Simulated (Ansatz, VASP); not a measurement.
# NaCl in two plane-wave programs

Wanted: the spread between two codes on one cell, functional and k mesh.

Calculated with Ansatz 0.2.0; plane waves, with VASP 6.6.1 beside it; relaxation of cell and atoms at r2SCAN and relaxation of cell and atoms at PBE with D3(BJ).

The database entry behind the starting cell differs from later determinations by our own check (about 0.6 % short), so it need not match the best structure at ambient conditions.

## Step 1: Starting point

It takes space group Fm-3m (No. 225, cubic). The conventional cell has a = 5.604 Å, b = 5.604 Å, c = 5.604 Å, α = 90.00°, β = 90.00°, γ = 90.00°. Na has 6 Cl at 2.80 Å nearest. Nearest to Cl lie 6 Na at 2.80 Å. Farther neighbours and most contacts between anions are not listed.

## Step 2: Ansatz: relaxation of cell and atoms, r2SCAN

Ansatz runs on its default PAW (the set named soft_2) files.

The relaxed volume is the usual yardstick between codes: its relative difference is about their pressure difference at one cell divided by the bulk modulus.

Input file input.yaml:

```yaml
crystal:
  lattice:
    - [0.0, 2.80175, 2.80175]
    - [2.80175, 0.0, 2.80175]
    - [2.80175, 2.80175, 0.0]
  atoms:
    - { symbol: Na, position: [0.0, 0.0, 0.0] }
    - { symbol: Cl, position: [0.5, 0.5, 0.5] }
hamiltonian:
  xc: r2scan
  pseudopotentials: { kind: paw }
kpoints:
  mp_grid: { grid: [7, 7, 7] }
scf:
  occupations: { method: fermi_dirac, width: 0.05 }
relax:
  f_tol: 0.01
  max_steps: 60
  cell: { stress_tol: 0.05 }
output:
  forces: true
  stress: true
  write_density: true
  write_potential: true
  elf: true
  volumetric_format: npy
```

On the command line:

```
> ansatz run input.yaml --threads 4 --pin off --max-ram 9216MiB --backend cpu --events-out ev --progress --plain --runs-dir out
```

Numbers of over 12 decimals in the logs are rounded to 6 here.

The log of the run:

```text
Engine: ansatz 0.2.0, aarch64-unknown-linux-gnu
Pseudopotentials: kind: paw
Pseudopotential: Na, paw, valence charge 9, recommended cutoff 500 eV (meta_gga), Na.paw.azcp
Pseudopotential: Cl, paw, valence charge 7, recommended cutoff 500 eV (meta_gga), Cl.paw.azcp
Functional definition: r2SCAN
  parameter k0 = 0.174
  parameter k1 = 0.065
  parameter a1 = 4.9479
  exchange = r2scan_x(k0 = k0, k1 = k1, a1 = a1)
  correlation = r2scan_c
Crystal: 2 atoms, lattice volume = 43.986 Å³
Basis set: ecut = 500 eV, 1139 PW (Γ), exchange–correlation on 120×120×120 points (64 copies of the dense FFT grid, shifted against one another)
Bands: 12, of which v1, the nominal top of the filled ones, is band 8 counted from 1 (7 counted from 0)
Symmetry: 48 space group operations
Space group: Fm-3m (ITA 225), of the structure as read, at distance tolerance 3.5e-5 Å
k-points: 20 of 343
Non-local potential: Na, projectors of the file, l = 0: 3, l = 1: 2, l = 2: 1
Non-local potential: Cl, projectors of the file, l = 0: 2, l = 1: 2, l = 2: 2
PAW form: soft (Blöchl's): semilocal exchange-correlation on the pseudo side does not see the compensation charge
PAW frozen core: Na, regenerated for the run's functional (the file was generated under x = pbe(κ = 0.804, μ = 0.219515), c = pbe(β = 0.066725))
PAW frozen core: Cl, regenerated for the run's functional (the file was generated under x = pbe(κ = 0.804, μ = 0.219515), c = pbe(β = 0.066725))
PAW one-centre angular grid: Na, 302 points (default); XC on 339 of its mesh's 2595 points in the sphere
PAW one-centre angular grid: Cl, 302 points (default); XC on 160 Gauss nodes
Initial density: superposition of atomic densities (neutral atoms: chi_scale 0, normalization atom), corrected by the library's trained network
Initial wavefunctions: pseudopotential atomic-orbital guess
Functional: x = r2scan, c = r2scan; τ floored in thin density (d = 2e-4 eV/Å³)
SCF iter   1: F=—  HF=-2576.318030 eV  |F-HF|=—  |Δ(HF+E_count)|=         —  Δρ=7.16e-3  dr2=9.97e-3  dr2_τ=1.95e-3  ethr=1.77e-3  ⟨swp⟩=5.7  Hψ=1410  notcnv=0
preconditioner: auto → none  [insulator: Δε(μ)=5.960 eV  Ē_g=14.627 eV  σ=0.050 eV  W_gap=1.00  n_scr=14 (ndim 8)  ℏωp=15.8 eV  f_vac=0.022  D(μ)=0.00/eV (n_scr^D=0)  ε∞_Penn≈2.2]
SCF iter   2: F=—  HF=-2576.327437 eV  |F-HF|=—  |Δ(HF+E_count)|=   9.41e-3  Δρ=2.01e-3  dr2=9.40e-4  dr2_τ=2.13e-4  ethr=6.23e-5  ⟨swp⟩=2.0  Hψ=640  notcnv=0
SCF iter   3: F=—  HF=-2576.327526 eV  |F-HF|=—  |Δ(HF+E_count)|=   8.95e-5  Δρ=6.31e-4  dr2=1.12e-4  dr2_τ=2.23e-5  ethr=5.87e-6  ⟨swp⟩=2.7  Hψ=376  notcnv=0
SCF iter   4: F=—  HF=-2576.327531 eV  |F-HF|=—  |Δ(HF+E_count)|=   5.09e-6  Δρ=2.85e-4  dr2=1.34e-5  dr2_τ=1.57e-6  ethr=7.03e-7  ⟨swp⟩=2.0  Hψ=302  notcnv=0
SCF iter   5: F=—  HF=-2576.327537 eV  |F-HF|=—  |Δ(HF+E_count)|=   5.77e-6  Δρ=1.46e-5  dr2=8.51e-8  dr2_τ=9.87e-9  ethr=8.39e-8  ⟨swp⟩=3.0  Hψ=400  notcnv=0
SCF iter   6: F=-2576.327537 eV  HF=-2576.327537 eV  |F-HF|=1.53e-9  |Δ(HF+E_count)|=   6.46e-9  Δρ=2.69e-6  dr2=3.47e-9  dr2_τ=2.56e-10  ethr=5.32e-10  ⟨swp⟩=5.2  Hψ=1264  notcnv=0
SCF 1 converged in 6 iterations: F = -2576.327537 eV  dr2 = 3.47e-9
  greatest PAW one-centre occupation: 1.000 electrons in one spin orbital (limit 2), on the Na atom at site 0 (counted from 0), in its partial waves of l = 0
relax step   1: F+E_penalty+E_count = -2576.32753725 eV  Δ(F+E_penalty+E_count) = +0.000e0 eV  max|allowed force component| = 2.276e-30 eV/Å  Δτ_max = 0.0000 Å  P = +0.066 GPa  Ω = 43.986 Å³  (6 SCF iters, dr2 threshold 1.00e-7 eV, accepted)
[...]
relax step   2: F+E_penalty+E_count = -2576.32754901 eV  Δ(F+E_penalty+E_count) = -1.176e-5 eV  max|allowed force component| = 9.121e-31 eV/Å  Δτ_max = 0.0000 Å  P = +0.019 GPa  Ω = 44.060 Å³  energy of the carried Pulay correction = -7.706e-6 eV  (5 SCF iters, dr2 threshold 1.07e-8 eV, accepted)
[...]
relax step   3: F+E_penalty+E_count = -2576.32755430 eV  Δ(F+E_penalty+E_count) = -5.291e-6 eV  max|allowed force component| = 2.736e-30 eV/Å  Δτ_max = 0.0000 Å  P = +0.019 GPa  Ω = 44.060 Å³  stress off target by 1.91e-2 GPa  SCF on the basis re-selected at this cell (its energy is not comparable with the rows above)  (4 SCF iters)
basis re-selected at this cell: Δ(F+E_penalty+E_count) = -5.291e-6 eV, ΔP = +0.000 GPa vs the last step (what re-selecting the basis moved, of the pressure what is left beyond the Pulay correction that the steps carried, after the strain that the cell walked since its last selection, with what the two solves' SCF thresholds leave and, on support functions, any second-order correction that the steps lacked; it is no m [...]
SCF converged after 4 iterations
Free energy (F): -2576.327554 eV
Harris-Foulkes:  -2576.327554 eV  (|F-HF|=4.55e-13)
Internal energy: -2576.327554 eV  (E = F + TS)
E sigma→0 (E₀):  -2576.327554 eV
Fermi energy:    3.862774 eV
--- Per-component energies (eV) ---
  E_band       = -248.169271
  E_kinetic    = 282.822100
  E_local      = -1522.880856  (includes V_loc(G=0)·N_el)
  E_nonlocal   = 144.214049
  E_hartree    = 537.552494
  E_xc         = -141.788712
  E_vxc        = -191.294388  (∫ρ·V_xc dr)
  E_paw        = -934.358891  (= ΣΔE_a)
  E_vpaw       = -48.286197  (= ΣTr[D̂ρ^β])
  E_aug_tail   = 0.000041  (compensation charges beyond the density's cutoff)
  E_vtau       = 12.150923  (kinetic-family band-sum trace: ∫τ·v_τ [+ j·A + Jᵃ·Aᵃ] dr)
  E_ewald      = -941.725106
  E_core_change = -0.162674  (= ΣΔE_core)
  E_smearing   = -0.000000  (= −TS)
  E_closure    = -0.000000  (closes the sum)
  Σ components = -2576.327554   (vs F -2576.327554, Δ=0.00e0)
--- Forces (eV/Å), atoms counted from 1 ---
  atom   1  Na    -0.00000000    -0.00000000    -0.00000000
  atom   2  Cl     0.00000000     0.00000000     0.00000000
  max |Σ_I F_I| component: 5.05e-30 eV/Å
--- Stress (GPa, compression-positive) ---
        0.019134      -0.000000      -0.000000
        0.000000       0.019134      -0.000000
       -0.000000      -0.000000       0.019134
  P = ⅓ Tr σ = 0.0191 GPa (0.191 kbar)
--- Band table (eV; the first three rows and the last of 20) ---
  k-point 0: bands = [... 4 lower, -12.4422, 0.8142, 0.8142, 0.8142, 6.7868, 12.5528, 12.5528, 12.5528]
  k-point 1: bands = [... 4 lower, -12.3776, 0.3477, 0.7585, 0.7585, 7.4174, 11.9193, 12.8052, 12.8052]
  k-point 2: bands = [... 4 lower, -12.2275, -0.5090, 0.6381, 0.6381, 8.4560, 11.5850, 12.8407, 12.8407]
  k-point 19: bands = [... 4 lower, -12.0188, -0.5043, -0.4286, 0.1726, 10.4114, 10.8896, 11.6163, 13.4795]
--- Relaxed structure (2 steps of the walk, 2 accepted, 1 SCFs on fresh bases) ---
  F+E_penalty+E_count = -2576.32755430 eV   max|allowed force component| = 2.736e-30 eV/Å   (the final SCF, on the basis selected at the relaxed cell)
  cell:  # Å, volume = 44.0602 Å³
    - [0, 2.803316, 2.803316]
    - [2.803316, 0, 2.803316]
    - [2.803316, 2.803316, 0]
  atoms:
    - { symbol: Na, position: [0, 0, 0] }
    - { symbol: Cl, position: [0.5, 0.5, 0.5] }
```

It took 2.2 s on 4 threads of Arm Neoverse V2, shared host; peak memory 0.41 GiB; 6.3 s of CPU time.

## Step 3: VASP: relaxation of cell and atoms, r2SCAN

The same cell, functional, mesh and smearing now go to VASP, with its own data sets and cutoff.

Lines of VASP's logs that name or quote its potential files are left out, and so is its time.

Input file INCAR:

```
SYSTEM = NaCl
PREC = Accurate
ENCUT = 520
EDIFF = 1E-06
NELM = 100
ISMEAR = -1
SIGMA = 0.05
LREAL = .FALSE.
ALGO = Normal
METAGGA = R2SCAN
LASPH = .TRUE.
NBANDS = 13
LORBIT = 11
LWAVE = .FALSE.
LCHARG = .FALSE.
KPAR = 2
IBRION = 2
NSW = 60
ISIF = 3
EDIFFG = -0.01
```

Input file POSCAR:

```
NaCl
1.0
    0.0000000000      2.8017500000      2.8017500000
    2.8017500000      0.0000000000      2.8017500000
    2.8017500000      2.8017500000      0.0000000000
Na Cl
1 1
Direct
    0.0000000000      0.0000000000      0.0000000000
    0.5000000000      0.5000000000      0.5000000000
```

Input file KPOINTS:

```
Automatic mesh
0
Gamma
7 7 7
0 0 0
```

Potentials, in the order of the species: Na_pv and Cl (PBE family, release 64).

On the command line:

```
> mpirun -np 2 vasp_std
```

The log of the run:

```text
[banner, memory and clock lines left out]
running    2 mpi-ranks, on    1 nodes
 distrk:  each k-point on    1 cores,    2 groups
 distr:  one band on    1 cores,    1 groups

 POSCAR found type information on POSCAR NaCl
 POSCAR found :  2 types and       2 ions
|                                                                             |
|               ----> ADVICE to this user running VASP <----                  |
|                                                                             |
|     You enforced a specific xc type in the INCAR file but a different       |
|     [... a line on the potential file left out ...]
|     I HOPE YOU KNOW WHAT YOU ARE DOING!                                     |
|                                                                             |

 LDA part: xc-table for (None), standard interpolation
 POSCAR, INCAR and KPOINTS ok, starting setup
 FFT: planning ... GRIDC
 FFT: planning ... GRID_SOFT
 FFT: planning ... GRID
 WAVECAR not read
 entering main loop
       N       E                     dE             d eps       ncg     rms          rms(c)
DAV:   1     0.869513959620E+02    0.86951E+02   -0.73773E+03   528   0.110E+03
DAV:   2    -0.796790299036E+01   -0.94919E+02   -0.86157E+02   571   0.276E+02
DAV:   3    -0.158191074970E+02   -0.78512E+01   -0.78093E+01   675   0.749E+01
DAV:   4    -0.159584103127E+02   -0.13930E+00   -0.13925E+00   580   0.107E+01
DAV:   5    -0.159617185388E+02   -0.33082E-02   -0.33081E-02   656   0.165E+00    0.227E+00
DAV:   6    -0.137996606824E+02    0.21621E+01   -0.56297E-01   550   0.798E+00    0.234E+00
DAV:   7    -0.137829721270E+02    0.16689E-01   -0.15869E-01   585   0.297E+00    0.123E+00
DAV:   8    -0.137882795355E+02   -0.53074E-02   -0.63998E-03   615   0.636E-01    0.471E-01
DAV:   9    -0.137900724616E+02   -0.17929E-02   -0.40740E-03   520   0.610E-01    0.131E-01
DAV:  10    -0.137901187872E+02   -0.46326E-04   -0.10361E-04   690   0.845E-02    0.312E-02
DAV:  11    -0.137901311450E+02   -0.12358E-04   -0.71069E-05   565   0.727E-02    0.428E-02
DAV:  12    -0.137901321178E+02   -0.97282E-06   -0.45308E-06   615   0.167E-02
   1 F= -.13790132E+02 E0= -.13790132E+02  d E =-.137901E+02
 curvature:   0.00 expect dE= 0.000E+00 dE for cont linesearch  0.000E+00
 trial: gam= 0.00000 g(F)=  0.180E-60 g(S)=  0.667E-04 ort = 0.000E+00 (trialstep = 0.100E+01)
 search vector abs. value=  0.667E-04
 bond charge predicted
       N       E                     dE             d eps       ncg     rms          rms(c)
DAV:   1    -0.137905574333E+02   -0.42629E-03   -0.88298E-03   615   0.132E+00    0.130E-01
DAV:   2    -0.137902672176E+02    0.29022E-03   -0.38283E-04   605   0.205E-01    0.554E-02
DAV:   3    -0.137902125126E+02    0.54705E-04   -0.12993E-04   645   0.123E-01    0.263E-02
DAV:   4    -0.137902128214E+02   -0.30880E-06   -0.37388E-06   595   0.228E-02
   2 F= -.13790213E+02 E0= -.13790213E+02  d E =-.807036E-04
 trial-energy change:   -0.000081  1 .order   -0.000047   -0.000067   -0.000028
 step:   1.1090(harm=  1.7360)  dis= 0.00000  next Energy=   -13.790214 (dE=-0.823E-04)
 reached required accuracy - stopping structural energy minimisation
```

From OUTCAR (step 3):

```text
ion  position               nearest neighbor table
   1  0.000  0.000  0.000-
   2  0.500  0.500  0.500-

  LATTYP: Found a face centered cubic cell.
 ALAT       =     5.6035000000

 Subroutine GETGRP returns: Found 48 space group operations
 (whereof 48 operations were pure point group operations)

The static configuration has the point symmetry O_h .

 Found     20 irreducible k-points:

   k-points           NKPTS =     20   k-points in BZ     NKDIM =     20   number of bands    NBANDS=     13

   dimension x,y,z NGX =    30 NGY =   30 NGZ =   30
   dimension x,y,z NGXF=    60 NGYF=   60 NGZF=   60

   ENCUT  =  520.0 eV  38.22 Ry    6.18 a.u.   7.37  7.37  7.37*2*pi/ulx,y,z

   NELECT =      14.0000    total number of electrons

 k-points in reciprocal lattice and weights: Automatic mesh
   0.00000000  0.00000000  0.00000000       0.003
   0.14285714  0.00000000  0.00000000       0.023
   0.28571429  0.00000000  0.00000000       0.023
   0.42857143  0.00000000  0.00000000       0.023
   0.14285714  0.14285714  0.00000000       0.017
   0.28571429  0.14285714  0.00000000       0.070
   0.42857143  0.14285714  0.00000000       0.070
  -0.42857143  0.14285714  0.00000000       0.070
  -0.28571429  0.14285714  0.00000000       0.070
[...]
-0.42857143  0.42857143  0.14285714       0.070
  -0.28571429  0.42857143  0.14285714       0.070

 average (electrostatic) potential at core
       1 -52.0249       2 -96.8240

 E-fermi :   0.0231

 k-point     1 :       0.0000    0.0000    0.0000
  band No.  band energies     occupation
    ...
      3     -22.5174      2.00000
      4     -14.3103      2.00000
      5      -1.0379      2.00000
      6      -1.0379      2.00000
      7      -1.0379      2.00000
      8       4.9738      0.00000
      9      10.7425      0.00000
     10      10.7425      0.00000
     11      10.7425      0.00000
     12      13.0193      0.00000
    ...

 k-point     2 :       0.1429    0.0000    0.0000
  band No.  band energies     occupation
    ...
      3     -22.5178      2.00000
      4     -14.2450      2.00000
      5      -1.5052      2.00000
      6      -1.0954      2.00000
      7      -1.0954      2.00000
      8       5.6035      0.00000
      9      10.0993      0.00000
     10      11.0076      0.00000
     11      11.0076      0.00000
     12      12.7767      0.00000
    ...

 k-point     3 :       0.2857    0.0000    0.0000
  band No.  band energies     occupation
    ...
      3     -22.5186      2.00000
      4     -14.0931      2.00000
      5      -2.3648      2.00000
      6      -1.2199      2.00000
      7      -1.2198      2.00000
      8       6.6375      0.00000
      9       9.7679      0.00000
     10      11.0853      0.00000
     11      11.0856      0.00000
     12      13.3458      0.00000
    ...

  Total       -0.0128714     -0.0128714     -0.0128714     -0.0000000      0.0000000     -0.0000000
  in kB       -0.4698641     -0.4698641     -0.4698641     -0.0000000      0.0000000     -0.0000000
  external PRESSURE =      -0.4698641 kB  Pullay stress =       0.0000000 kB

  energy-cutoff  :      520.00
  volume of cell :       43.89
      direct lattice vectors                 reciprocal lattice vectors
    -0.000000000  2.799698180  2.799698180    -0.178590679  0.178590679  0.178590679
     2.799698180 -0.000000000  2.799698180     0.178590679 -0.178590679  0.178590679
     2.799698180  2.799698180 -0.000000000     0.178590679  0.178590679 -0.178590679

 POSITION                                       TOTAL-FORCE (eV/Angst)
 -----------------------------------------------------------------------------------
     -0.00000      2.79970      2.79970         0.000000      0.000000     -0.000000
      2.79970      2.79970      2.79970        -0.000000      0.000000      0.000000
 -----------------------------------------------------------------------------------
    total drift:                                0.000000      0.000000      0.000000

  FREE ENERGIE OF THE ION-ELECTRON SYSTEM (eV)
  ---------------------------------------------------
  free  energy   TOTEN  =       -13.7902128214 eV

  energy  without entropy=      -13.7902128214  energy(sigma->0) =      -13.79021282

 reached required accuracy - stopping structural energy minimisation

 total charge
# of ion       s       p       d       tot
------------------------------------------
    1        0.036   5.981   0.000   6.017
    2        1.594   3.617   0.000   5.211
--------------------------------------------------
tot          1.631   9.598   0.000  11.229

[... 3 further parts left out ...]
```

## Step 4: Differences

Known differences besides the potentials themselves: VASP keeps PBE cores, Ansatz makes them for the functional; both relaxations stop at a tolerance, which leaves soft axes loose, and VASP keeps its plane-wave basis; the data sets hold 16 valence electrons in Ansatz (default PAW (the set named soft_2) files) and 14 in VASP; the cutoff is 500 eV in Ansatz and 520 eV in VASP; Ansatz adds a Pulay correction to the stress that steers its cell, VASP none. Total energies have different zeros and are not compared.

Compared:

```
                                         quantity  Ansatz   VASP  difference
                                      volume (Å³)   44.06  43.89     +0.39 %
edge a after relaxation, in the typed setting (Å)   3.965  3.959     +0.13 %
```

The walks stopped with 0.02 GPa left in Ansatz and -0.05 GPa in VASP; each walk ends within a tolerance, so the volume difference is uncertain by about these residues over the bulk modulus, most in soft cells.

(Part 1 of 2 ends here.)

[Lines on the potential files, build, host, timing and source positions are cut from VASP's logs without a mark.]

[Logs are printed without paths, hosts, clocks, repeated set-up lines and the standing remarks that a program may print on its own settings, such as how far it seeks lower states.]

[Hosts, paths, dates, database ids (printed as entryN), source tags and the programs' standing remarks are cut or masked in the printed files.]
